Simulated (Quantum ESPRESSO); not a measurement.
# Moving the dispersion correction in MgO

The cell as given:

```
CELL_PARAMETERS angstrom
0.00000 2.09700 2.09700
2.09700 0.00000 2.09700
2.09700 2.09700 0.00000
ATOMIC_POSITIONS crystal
Mg 0.00000 0.00000 0.00000
O 0.50000 0.50000 0.50000
```

Kept alike: task relaxation of cell and atoms; functional PBEsol; k mesh 11 × 11 × 11; occupations fermi-dirac, width 0.05 eV; no spin polarisation. Program: Quantum ESPRESSO, PseudoDojo 0.4.1 SR PBE standard, cutoff 1143 eV. The mesh is that of the run's cell of 2 atoms. No spin-orbit coupling.

| dispersion correction | volume (Å³/atom) |
| --- | --- |
| D3(zero) | 9.236 |
| D3(BJ) | 9.171 |
| none | 9.372 |
| rVV10 | 9.221 |

Stopped at the starting cell, within the stress tolerance: rVV10. The relaxations keep at least the cell's symmetry (Fm-3m). Relaxations stop with a little pressure left, so the last digits of a volume or edge aren't settled. All rows use potentials made for PBE.

What does the dispersion correction change here?

The volume runs from 9.171 (D3(BJ)) to 9.372 Å³/atom (none). Against no correction: D3(zero) -1.5 %; D3(BJ) -2.1 %; rVV10 -1.6 %. Dispersion terms mostly attract and so lower the volume; the schemes' coefficients and damping set how far. Measured: 9.339 Å³/atom at 300 K (arxiv:1807.05012); nearest none, 0.03 Å³/atom off. The runs are for a static lattice.
